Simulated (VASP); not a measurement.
# CdS (Pmmn) in VASP: single point with r2SCAN

Aim: the single point of CdS with r2SCAN.

All numbers are computed with VASP 6.6.1; they aren't measurements. Logs are shortened: lines on timing, memory, paths and dates and some standing lists are left out, and cuts for length are marked.

### Step 1. The crystal as given

Symmetry: Pmmn, No. 59, orthorhombic system. Conventional cell: a = 3.898 Å, b = 5.511 Å, c = 3.898 Å, α = 90.00°, β = 90.00°, γ = 90.00°. Around Cd (site symmetry mm2) lie 6 S at 2.75 to 2.76 Å. Around S (site symmetry mm2) lie 6 Cd at 2.75 to 2.76 Å.

The cell comes from a database or a generator and needn't be the stable form of this composition.

### Step 2. Single point, r2SCAN

Contents of POSCAR:

```
CdS
1.0
    3.8984360000      0.0000000000      0.0000000000
    0.0000000000      5.5114920000      0.0000000000
    0.0000000000      0.0000000000      3.8981040000
Cd S
2 2
Direct
    0.5000000000      0.5000000000      0.2430260000
    0.0000000000      0.0000000000      0.7569740000
    0.5000000000      0.0000000000      0.2551630000
    0.0000000000      0.5000000000      0.7448370000
```

Contents of INCAR.step1:

```
SYSTEM = CdS
ALGO = Normal
EDIFF = 1E-4
ENCUT = 520
GGA = PE
ISMEAR = 0
LASPH = .TRUE.
LCHARG = .FALSE.
LREAL = .FALSE.
LWAVE = .TRUE.
NBANDS = 26
NELM = 100
PREC = Accurate
SIGMA = 0.01
```

Contents of INCAR.step2:

```
SYSTEM = CdS
ALGO = Normal
EDIFF = 1E-7
ENCUT = 520
ISIF = 2
ISMEAR = 0
ISTART = 1
LASPH = .TRUE.
LCHARG = .TRUE.
LELF = .TRUE.
LMIXTAU = .TRUE.
LREAL = .FALSE.
LVHAR = .TRUE.
LWAVE = .FALSE.
METAGGA = R2SCAN
NBANDS = 26
NELM = 100
PREC = Accurate
SIGMA = 0.01
```

Contents of KPOINTS:

```
k-points
0
G
  5 3 5
  0 0 0
```

Potentials or basis: VASP PAW PBE potentials, release 64 (Cd, S).

Command:

```bash
cat potpaw_PBE.64/Cd/POTCAR potpaw_PBE.64/S/POTCAR > POTCAR
cp INCAR.step1 INCAR
mpirun -np 1 vasp_std > vasp.out
cp INCAR.step2 INCAR
mpirun -np 1 vasp_std > vasp.out
```

OUTCAR:

```text
SYSTEM = CdS
   EDIFF = 1E-7
   ENCUT = 520
   ISIF = 2
   ISMEAR = 0
   ISTART = 1
   LASPH = .TRUE.
   LREAL = .FALSE.
   METAGGA = R2SCAN
   NELM = 100
   PREC = Accurate

 ion  position               nearest neighbor table
   1  0.500  0.500  0.243-   4 2.75   4 2.75   3 2.76   3 2.76   4 2.76   4 2.76
   2  0.000  0.000  0.757-   3 2.75   3 2.75   4 2.76   4 2.76   3 2.76   3 2.76
   3  0.500  0.000  0.255-   2 2.75   2 2.75   1 2.76   1 2.76   2 2.76   2 2.76
   4  0.000  0.500  0.745-   1 2.75   1 2.75   2 2.76   2 2.76   1 2.76   1 2.76

  LATTYP: Found a simple orthorhombic cell.
 ALAT       =     3.8981040000
 B/A-ratio  =     1.0000851696
 C/A-ratio  =     1.4138904452

  Lattice vectors:

 A1 = (   0.0000000000,   0.0000000000,   3.8981040000)
 A2 = (   3.8984360000,   0.0000000000,   0.0000000000)
 A3 = (   0.0000000000,   5.5114920000,   0.0000000000)

Analysis of symmetry for initial positions (statically):
=====================================================================
 Subroutine PRICEL returns:
 Original cell was already a primitive cell.

 Routine SETGRP: Setting up the symmetry group for a
 simple orthorhombic supercell.

 Subroutine GETGRP returns: Found  8 space group operations
 (whereof  4 operations were pure point group operations)
 out of a pool of  8 trial point group operations.

The static configuration has the point symmetry C_2v.
 The point group associated with its full space group is D_2h.

Analysis of symmetry for dynamics (positions and initial velocities):
=====================================================================
 Subroutine PRICEL returns:
 Original cell was already a primitive cell.

 Routine SETGRP: Setting up the symmetry group for a
 simple orthorhombic supercell.

 Subroutine GETGRP returns: Found  8 space group operations
 (whereof  4 operations were pure point group operations)
 out of a pool of  8 trial point group operations.

The dynamic configuration has the point symmetry C_2v.
 The point group associated with its full space group is D_2h.

 Subroutine INISYM returns: Found  8 space group operations
 (whereof  4 operations are pure point group operations),
 and found     1 'primitive' translations

----------------------------------------------------------------------------------------

                                     Primitive cell

  volume of cell :      83.7554

  direct lattice vectors                    reciprocal lattice vectors
     3.898436000  0.000000000  0.000000000     0.256513125  0.000000000  0.000000000
     0.000000000  5.511492000  0.000000000     0.000000000  0.181439073  0.000000000
     0.000000000  0.000000000  3.898104000     0.000000000  0.000000000  0.256534972

  length of vectors
     3.898436000  5.511492000  3.898104000     0.256513125  0.181439073  0.256534972

  position of ions in fractional coordinates (direct lattice)
     0.500000000  0.500000000  0.243026000
     0.000000000  0.000000000  0.756974000
     0.500000000  0.000000000  0.255163000
     0.000000000  0.500000000  0.744837000

  ion indices of the primitive-cell ions
   primitive index   ion index
                 1           1
                 2           2
                 3           3
                 4           4

----------------------------------------------------------------------------------------

 KPOINTS: k-points

Automatic generation of k-mesh.
 Grid dimensions read from file:
 generate k-points for:    5    3    5

 Generating k-lattice:

  Cartesian coordinates                     Fractional coordinates (reciprocal lattice)
     0.051302625  0.000000000  0.000000000     0.200000000  0.000000000  0.000000000
     0.000000000  0.060479691  0.000000000     0.000000000  0.333333333  0.000000000
     0.000000000  0.000000000  0.051306994     0.000000000  0.000000000  0.200000000

  Length of vectors
     0.051302625  0.060479691  0.051306994

  Shift w.r.t. Gamma in fractional coordinates (k-lattice)
     0.000000000  0.000000000  0.000000000

 Subroutine IBZKPT returns following result:
 ===========================================

 Found     18 irreducible k-points:

 Following reciprocal coordinates:
            Coordinates               Weight
  0.000000  0.000000  0.000000      1.000000
  0.200000  0.000000  0.000000      2.000000
  0.400000  0.000000  0.000000      2.000000
  0.000000  0.333333  0.000000      2.000000
  0.200000  0.333333  0.000000      4.000000
  0.400000  0.333333  0.000000      4.000000
[... 10 lines left out ...]
  0.200000  0.333333  0.400000      8.000000
  0.400000  0.333333  0.400000      8.000000
   k-points           NKPTS =     18   k-points in BZ     NKDIM =     18   number of bands    NBANDS=     26
   number of dos      NEDOS =    301   number of ions     NIONS =      4
   total plane-waves  NPLWV =  37800
   dimension x,y,z NGX =    30 NGY =   42 NGZ =   30
   dimension x,y,z NGXF=    60 NGYF=   84 NGZF=   60
   ions per type =               2   2
   NGX,Y,Z   is equivalent  to a cutoff of  12.79, 12.67, 12.79 a.u.
   NGXF,Y,Z  is equivalent  to a cutoff of  25.59, 25.34, 25.59 a.u.
 SYSTEM =  CdS
   PREC   = accura    normal or accurate (medium, high low for compatibility)
   ISTART =      1    job   : 0-new  1-cont  2-samecut
   ICHARG =      0    charge: 1-file 2-atom 10-const
   ISPIN  =      1    spin polarized calculation?
   LNONCOLLINEAR =      F non collinear calculations
   LSORBIT =      F    spin-orbit coupling
   LASPH  =      T    aspherical Exc in radial PAW
   ENCUT  =  520.0 eV  38.22 Ry    6.18 a.u.   7.25 10.25  7.25*2*pi/ulx,y,z
   NELM   =    100;   NELMIN=  2; NELMDL=  0     # of ELM steps
   EDIFF  = 0.1E-06   stopping-criterion for ELM
   LREAL  =      F    real-space projection
   EDIFFG = 0.1E-05   stopping-criterion for IOM
   NSW    =      0    number of steps for IOM
   IBRION =     -1    ionic relax: 0-MD 1-quasi-New 2-CG
   NFREE  =      0    steps in history (QN), initial steepest desc. (CG)
   ISIF   =      2    stress and relaxation
   ISYM   =      2    0-nonsym 1-usesym 2-fastsym
   POTIM  = 0.5000    time-step for ionic-motion
   TEBEG  =    0.0;   TEEND  =   0.0 temperature during run
   PSTRESS=    0.0 pullay stress
   NELECT =      36.0000    total number of electrons
   NUPDOWN=      -1.0000    fix difference up-down
   EMIN   =  10.00;   EMAX   =-10.00  energy-range for DOS
   EFERMI =   0.00;   METHOD = LEGACY
   ISMEAR =     0;   SIGMA  =   0.01  broadening in eV -4-tet -1-fermi 0-gaus
   EFERMI_NEDOS =   21; number of points for ismear=-14 and -15
   IALGO  =     38    algorithm
   IMIX   =      4    mixing-type and parameters
     AMIX     =   0.40;   BMIX     =  1.00
     AMIX_MAG =   1.60;   BMIX_MAG =  1.00
  volume/ion in A,a.u.               =      20.94       141.30
  Fermi-wavevector in a.u.,A,eV,Ry     =   1.235486  2.334731 20.768298  1.526427
  Thomas-Fermi vector in A             =   2.370134
   LORBIT       =      0    0 simple, 1 ext, 2 COOP (PROOUT), +10 PAW based schemes
   METAGGA = R2SCAN    functional components
   LHFCALC =     F    Hartree Fock is set to
   AEXX    =    0.0000 exact exchange contribution
   IVDW    =     0    specifies the selected vdW correction
   LEPSILON=     F    determine dielectric tensor
   LRPA    =     F    only Hartree local field effects (RPA)
 non-spin polarized calculation
 Gauss-broadening in eV      SIGMA  =   0.01
  energy-cutoff  :      520.00
  volume of cell :       83.76
 maximum number of plane-waves:      2277
 NGX is ok and might be reduce to    30
   NGX = 15   NGY = 21   NGZ = 15

 number of electron      36.0000007 magnetization

 Free energy of the ion-electron system (eV)
  ---------------------------------------------------
  ext. energy  EPLUGINS =         0.00000000
  ---------------------------------------------------
  free energy    TOTEN  =       -59.02277886 eV

  energy without entropy =      -59.02277886  energy(sigma->0) =      -59.02277886

 E-fermi :   2.5512     XC(G=0): -10.8326

 val. band max:        2.4486972365   @ k =   0.0000   0.0000   0.4000
 cond. band min:       3.1681844221   @ k =   0.0000   0.0000   0.0000
 fundamental gap:      0.7194871855
 Fermi energy:         2.5511513483

 k-point     1 :       0.0000    0.0000    0.0000
  band No.  band energies     occupation
      1     -10.6730      2.00000
      2      -9.8120      2.00000
      3      -5.5071      2.00000
      4      -5.3678      2.00000
      5      -5.3674      2.00000
      6      -5.3671      2.00000
[... 18 lines left out ...]
     25      13.0100      0.00000
     26      14.4401      0.00000

 k-point     2 :       0.2000    0.0000    0.0000
  band No.  band energies     occupation
      1     -10.4572      2.00000
      2      -9.7216      2.00000
      3      -5.4733      2.00000
      4      -5.4574      2.00000
      5      -5.4246      2.00000
      6      -5.3865      2.00000
[... 18 lines left out ...]
     25      12.0501      0.00000
     26      12.4366      0.00000

 k-point     3 :       0.4000    0.0000    0.0000
  band No.  band energies     occupation
      1      -9.9676      2.00000
      2      -9.6546      2.00000
      3      -5.5919      2.00000
      4      -5.5746      2.00000
      5      -5.5271      2.00000
      6      -5.4911      2.00000
[... 18 lines left out ...]
     25      10.3329      0.00000
     26      10.6983      0.00000

 k-point     4 :       0.0000    0.3333    0.0000
  band No.  band energies     occupation
      1     -10.3919      2.00000
      2      -9.9383      2.00000
      3      -5.5031      2.00000
      4      -5.4723      2.00000
      5      -5.4024      2.00000
      6      -5.3413      2.00000
[... 18 lines left out ...]
     25      11.9744      0.00000
     26      11.9920      0.00000
[... 322 lines left out ...]
      1      -9.7758      2.00000
      2      -9.6063      2.00000
      3      -5.6317      2.00000
      4      -5.6190      2.00000
      5      -5.6128      2.00000
      6      -5.5499      2.00000
[... 18 lines left out ...]
     25       9.9226      0.00000
     26      10.9612      0.00000

 k-point    17 :       0.2000    0.3333    0.4000
  band No.  band energies     occupation
      1      -9.7584      2.00000
      2      -9.6273      2.00000
      3      -5.5736      2.00000
      4      -5.5445      2.00000
      5      -5.5076      2.00000
      6      -5.4900      2.00000
[... 18 lines left out ...]
     25      10.6881      0.00000
     26      11.1447      0.00000

 k-point    18 :       0.4000    0.3333    0.4000
  band No.  band energies     occupation
      1      -9.7206      2.00000
      2      -9.6741      2.00000
      3      -5.4787      2.00000
      4      -5.4620      2.00000
      5      -5.4417      2.00000
      6      -5.4346      2.00000
[... 18 lines left out ...]
     25      11.4780      0.00000
     26      12.0356      0.00000

------------------------ aborting loop because EDIFF is reached ----------------------------------------

  FORCE on cell =-STRESS in cart. coord.  units (eV):
  Direction    XX          YY          ZZ          XY          YZ          ZX
  --------------------------------------------------------------------------------------
  -------------------------------------------------------------------------------------
  Total       -1.0496722     -1.1077046     -1.0558630      0.0000000      0.0000000      0.0000000
  in kB      -20.0794249    -21.1895401    -20.1978494      0.0000000      0.0000000      0.0000000
  external PRESSURE =     -20.4889381 kB  Pullay stress =       0.0000000 kB

 VOLUME and BASIS-vectors are now :
 -----------------------------------------------------------------------------
  energy-cutoff  :      520.00
  volume of cell :       83.76
      direct lattice vectors                 reciprocal lattice vectors
     3.898436000  0.000000000  0.000000000     0.256513125  0.000000000  0.000000000
     0.000000000  5.511492000  0.000000000     0.000000000  0.181439073  0.000000000
     0.000000000  0.000000000  3.898104000     0.000000000  0.000000000  0.256534972

 POSITION                                       TOTAL-FORCE (eV/Angst)
 -----------------------------------------------------------------------------------
      1.94922      2.75575      0.94734         0.000000      0.000000      0.023325
      0.00000      0.00000      2.95076         0.000000      0.000000     -0.023325
      1.94922      0.00000      0.99465         0.000000      0.000000     -0.032058
      0.00000      2.75575      2.90345         0.000000      0.000000      0.032058
 -----------------------------------------------------------------------------------
    total drift:                                0.000000      0.000000      0.000000

  FREE ENERGIE OF THE ION-ELECTRON SYSTEM (eV)
  ---------------------------------------------------
  free  energy   TOTEN  =       -59.0227788602 eV

  energy  without entropy=      -59.0227788602  energy(sigma->0) =      -59.02277886
```

Run time: 71 s. Hardware: 1 thread of Intel Xeon 6975P-C (Granite Rapids), shared host; peak memory 0.21 GiB.

Results:

| Quantity | Value |
| --- | --- |
| Free energy | -59.0228 eV |
| Pressure | -2.0 GPa |
| Largest force | 0.032 eV/Å |
| Band gap on the k mesh | 0.72 eV |

Forces in eV/Å, atoms in the order of the input:
```
Cd   0.000  0.000  0.023
Cd   0.000  0.000 -0.023
S    0.000  0.000 -0.032
S    0.000  0.000  0.032
```

Stress tensor (GPa, compression positive):
```
-2.01  0.00  0.00
 0.00 -2.12  0.00
 0.00  0.00 -2.02
```

Levels at points of the mesh, in eV from the valence-band top:
```
           k point  band 15  band 16  band 17  band 18  band 19  band 20  band 21  band 22
(0.00, 0.00, 0.00)    -2.08    -0.71    -0.70    -0.70     0.72     1.42     6.45     9.68
```

Caveat: the PAW data sets were made with another functional, which shifts forces and pressure a little; an odd mesh through Γ misses points on the zone boundary, where band edges often lie.
